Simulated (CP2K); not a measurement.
# AlAu under changes of volume

One of the cells (16.755 Å³/atom); the others are scaled copies at fixed shape and fractional positions:

```
Au Al
1.0
     3.22394    0.00000    0.00000
     0.00000    3.22394    0.00000
     0.00000    0.00000    3.22394
Au Al
1 1
Cartesian
  1.6120 1.6120 1.6120
  0.0000 0.0000 0.0000
```

The cell comes from a database or a generator and needn't be the stable form of this composition.

```yaml
Program: CP2K 2026.2
Functional: r2SCAN
Potentials_or_basis: POTENTIAL_UZH Au GTH-SCAN-q11, Al GTH-SCAN-q3; TZVP-MOLOPT-SCAN-GTH basis
Density_cutoff: 9184 eV
k_mesh: 8 × 8 × 8
Occupations: fermi-dirac, width 0.01 eV
Spin: no spin polarisation
```

```tsv
volume (Å³/atom)	energy over the lowest point (meV/atom)	pressure (GPa)
15.749	3.56	3.3
16.084	0.00	0.2
16.419	2.58	-2.7
16.755	10.80	-4.8
17.090	22.16	-6.4
17.425	37.50	-8.3
17.760	?	?
```

**Question.** What does the run at 17.760 Å³/atom give?

**Answer.** Energy over the lowest point 56.77 meV/atom; pressure -9.9 GPa.

Worked out: A Birch-Murnaghan fit of order 3 (a polynomial in V^(-2/3)) to the other rows has its minimum at 16.10 Å³/atom with B0 = V·E''(V) = 142 GPa (rough, since the energies scatter). It gives 54.96 meV/atom at 17.760 Å³/atom, against the run's 56.77, and -dE/dV = -8.9 GPa, against -9.9.

Energies are extrapolated to zero smearing.

Caveats: with these potentials and basis sets, volumes of gold and of layered tellurides can stand 1.5 % and more from those of plane-wave programs; the basis of atomic orbitals isn't converged, which shifts pressures, moduli and gaps.
